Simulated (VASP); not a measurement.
Here is a VASP 6.6.1 calculation.

Contents of INCAR:

```
PREC = Accurate
ENCUT = 520
EDIFF = 1E-7
ISMEAR = 0
SIGMA = 0.1
LREAL = F
LASPH = T
NELM = 60
ALGO = Normal
ISIF = 2
LWAVE = F
LCHARG = F
GGA = PE
```

File KPOINTS:

```
Automatic mesh
0
Gamma
  18 18 18
```

Contents of POSCAR:

```
Mo                                      
1.0
   -1.5489358603      1.5489358603      1.5489358603
    1.5489358603     -1.5489358603      1.5489358603
    1.5489358603      1.5489358603     -1.5489358603
  Mo            
     1
Direct
     0.0000000000000000    0.0000000000000000    0.0000000000000000
```

Potentials or basis: VASP PAW PBE potentials, release 64 (Mo_sv).

Command:

```bash
$ cat potpaw_PBE.64/Mo_sv/POTCAR > POTCAR
$ mpirun -np 1 vasp_std > vasp.out
```

(1) Estimate the pressure.

(2) Predict the band gap on the k mesh.

Answers

(1) 18.4 GPa.

(2) none (metal or under the smearing width).

Caveat: so large a pressure means that the cell lies far from this level's equilibrium, or that cutoff or potentials fall short.
